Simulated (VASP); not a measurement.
**CaO in VASP: how settings move the PBE single point**

The PBE single point of CaO (zincblende), under -0.9 % biaxial strain in x and y, z held is repeated with altered inputs. Which of them can be trusted? This is a trial cell built on a prototype, not taken from a measured structure, and it needn't be the compound's ground state.

Code: VASP 6.6.1. PAW datasets, plane waves. Simulation only: spin-unpolarised, and no claim that this is the phase found in nature.

### 1 The system as given

The cell comes from an earlier relaxation with r2SCAN in another program, then strained, with the atoms relaxed again.

It is tetragonal, I-4m2 (No. 119); conventional cell a = 3.654 Å, c = 5.213 Å, 17.41 Å³ an atom. Around Ca lie 4 O at 2.24 Å; around O lie 4 Ca at 2.24 Å.

The structure in full:

```xyz
2
Lattice="0.0000 2.5841 2.6067 2.5841 0.0000 2.6067 2.5841 2.5841 0.0000" Properties=species:S:1:pos:R:3 pbc="T T T"
Ca    0.0000    0.0000    0.0000
O     1.2920    1.2920    1.3034
```

### 2 Reference

Input file INCAR:

```
ENCUT = 520.000000
SIGMA = 0.020000
EDIFF = 1.00e-07
GGA = PE
PREC = Accurate
IBRION = -1
ISIF = 2
ISMEAR = -1
NBANDS = 15
NELM = 120
NSW = 0
LASPH = .TRUE.
LCHARG = .TRUE.
LELF = .TRUE.
LWAVE = .FALSE.
LREAL = .FALSE.
```

Input file KPOINTS:

```
KPOINTS created by Atomic Simulation Environment
0
Gamma
8 8 8
0 0 0
```

Input file POSCAR:

```
Ca O
 1.0000000000000000
     0.0000000000000000    2.5840531753999998    2.6067317416000000
     2.5840531753999998    0.0000000000000000    2.6067317416000000
     2.5840531753999998    2.5840531753999998    0.0000000000000000
 Ca  O
   1   1
Cartesian
  0.0000000000000000  0.0000000000000000  0.0000000000000000
  1.2920265876999999  1.2920265876999999  1.3033658708000000
```

A file KPOINTS_OPT adds named points for the levels; it doesn't enter the self-consistent loop.

Potentials: the recommended PBE PAW datasets, 16 valence electrons.

The run is started by

```sh
> mpirun -np 1 vasp_std
```

### 3 Variant 1

Input file INCAR:

```
ENCUT = 520.000000
SIGMA = 0.020000
EDIFF = 1.00e-07
IBRION = -1
ISIF = 2
ISMEAR = -1
NBANDS = 15
NELM = 120
NSW = 0
LASPH = .TRUE.
LCHARG = .FALSE.
LWAVE = .FALSE.
LREAL = .FALSE.
PREC = Single
METAGGA = MS2
```

KPOINTS is that of step 2.

POSCAR is that of step 2.

### 4 Variant 2

Input file INCAR:

```
SIGMA = 0.020000
EDIFF = 1.00e-07
GGA = PE
PREC = Accurate
IBRION = -1
ISIF = 2
ISMEAR = -1
NBANDS = 15
NSW = 0
LASPH = .TRUE.
LCHARG = .FALSE.
LWAVE = .FALSE.
LREAL = .FALSE.
ALGO = VeryFast
ENCUT = 350
NELM = 78
```

KPOINTS is that of step 2.

POSCAR is that of step 2.

### 5 Variant 3

Input file INCAR:

```
ENCUT = 520.000000
PREC = Accurate
IBRION = -1
ISIF = 2
NBANDS = 15
NELM = 120
NSW = 0
LASPH = .TRUE.
LCHARG = .FALSE.
LWAVE = .FALSE.
LREAL = .FALSE.
ISMEAR = 1
SIGMA = 0.3
EDIFF = 0.0001
GGA = RE
```

KPOINTS is that of step 2.

POSCAR is that of step 2.

### 6 Variant 4

Input file INCAR:

```
ENCUT = 520.000000
SIGMA = 0.020000
EDIFF = 1.00e-07
GGA = PE
PREC = Accurate
IBRION = -1
ISIF = 2
ISMEAR = -1
NBANDS = 15
NSW = 0
LASPH = .TRUE.
LCHARG = .FALSE.
LWAVE = .FALSE.
LREAL = .FALSE.
NELM = 75
ALGO = Eigenval
```

KPOINTS is that of step 2.

POSCAR is that of step 2.

What does the calculation give? Wanted: for each run, changed; ending; energy change; pressure; electronic steps; usable.

As calculated:

| run | changed | ending | energy change (meV/atom) | pressure (GPa) | gap on the mesh (eV; negative: overlap) | electronic steps | time | usable |
| --- | --- | --- | --- | --- | --- | --- | --- | --- |
| ref. | – | converged | 0 | 3.3 | 3.38 | 15 | 15 s | yes |
| 1 | PREC = Single, METAGGA = MS2 | converged | – | 3.3 | 3.42 | 18 | 63 s | no |
| 2 | ALGO = VeryFast, ENCUT = 350, NELM = 78 | converged | -23.8 | -5.3 | 3.39 | 29 | 15 s | no |
| 3 | ISMEAR = 1, SIGMA = 0.3, EDIFF = 0.0001, GGA = RE | converged | – | 5.0 | 3.56 | 12 | 11 s | no |
| 4 | ALGO = Eigenval | converged | 742481.5 | 2204.0 | -13.80 | – | 4.1 s | no |

Of 4 altered inputs, 4 ended normally on a faulty or unsound input.
